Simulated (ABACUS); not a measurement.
**Ge under changes of volume**

One of the cells (18.524 Å³/atom); the others are scaled copies at fixed shape and fractional positions:

```
Ge
1.0
    -2.57449    2.57449    1.39741
     2.57449   -2.57449    1.39741
     2.57449    2.57449   -1.39741
Ge
2
Cartesian
  0.0000 0.0000 1.3974
  2.5745 0.0000 0.6987
```

This isn't the form of Ge at room conditions, which is diamond.

| Quantity | Value |
| --- | --- |
| Program | ABACUS 3.10.1 |
| Functional | PBE |
| Potentials or basis | PseudoDojo NC SR 0.4.1 PBE standard |
| Cutoff | 1075 eV |
| Density cutoff | 4299 eV |
| Basis | plane waves |
| k mesh | 9 × 9 × 9 |
| Occupations | fermi-dirac, width 0.05 eV |
| Spin | no spin polarisation |

```csv
volume (Å³/atom),energy over the lowest point (meV/atom),pressure (GPa)
17.413,?,?
17.783,30.25,6.8
18.154,16.72,4.9
18.524,7.47,3.2
18.895,2.04,1.6
19.265,0.00,0.2
19.636,0.99,-1.0
```

Question: What does the run at 17.413 Å³/atom give?

Answer: Energy over the lowest point 48.54 meV/atom; pressure 9.0 GPa.

Worked out: A Birch-Murnaghan fit of order 3 (a polynomial in V^(-2/3)) to the other rows has its minimum at 19.32 Å³/atom with B0 = V·E''(V) = 67 GPa and B' = 5.0 at fixed shape and positions, which overstates the stiffness. It gives 48.55 meV/atom at 17.413 Å³/atom, against the run's 48.54, and -dE/dV = 9.0 GPa, against 9.0.

Energies are extrapolated to zero smearing.
